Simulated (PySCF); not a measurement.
## Isomers of C3H9N: computed energies against enthalpies of formation

**Measured values to compare with.**

From CRC Handbook of Chemistry and Physics, for the gas at 298.15 K: enthalpy of formation of `CC(C)N` (2-propanamine) -83.7 kJ/mol; enthalpy of formation of `CCCN` (1-propanamine) -70.1 kJ/mol; enthalpy of formation of `CN(C)C` -23.6 kJ/mol.

The results are set against them at the end.

Differences of these values give the isomerisation enthalpies. Geometries: PBE0-D3(BJ)/def2-SVP; runs in PySCF, gas phase, with a dispersion term only where the level names one. Total electronic energies (Eh):

| SMILES | PBE0-D3(BJ)/def2-SVP |
| --- | --- |
| CC(C)N | -174.15609 |
| CCCN | -174.15193 |
| CN(C)C | -174.13709 |

Zero-point and thermal terms are left out, so the computed numbers are electronic energies.

**Comparison with experiment**

Relative to `CC(C)N`, the lowest by measurement, in kJ/mol (measured: enthalpies at 298.15 K; computed: electronic energies):

```tsv
SMILES	measured	PBE0-D3(BJ)/def2-SVP
CC(C)N	0.0	0.0
CCCN	13.6	10.9
CN(C)C	60.1	49.9
```

Measured values: -83.7 kJ/mol (298.15 K; CRC Handbook of Chemistry and Physics) for the first row; the others come from the same table. Mean unsigned miss over the other isomers: PBE0-D3(BJ)/def2-SVP 6.5 kJ/mol. One conformer stands for `CC(C)N` and `CCCN`, not necessarily the lowest, while the measurement averages over conformers. Where a level misses, the cause wasn't examined.
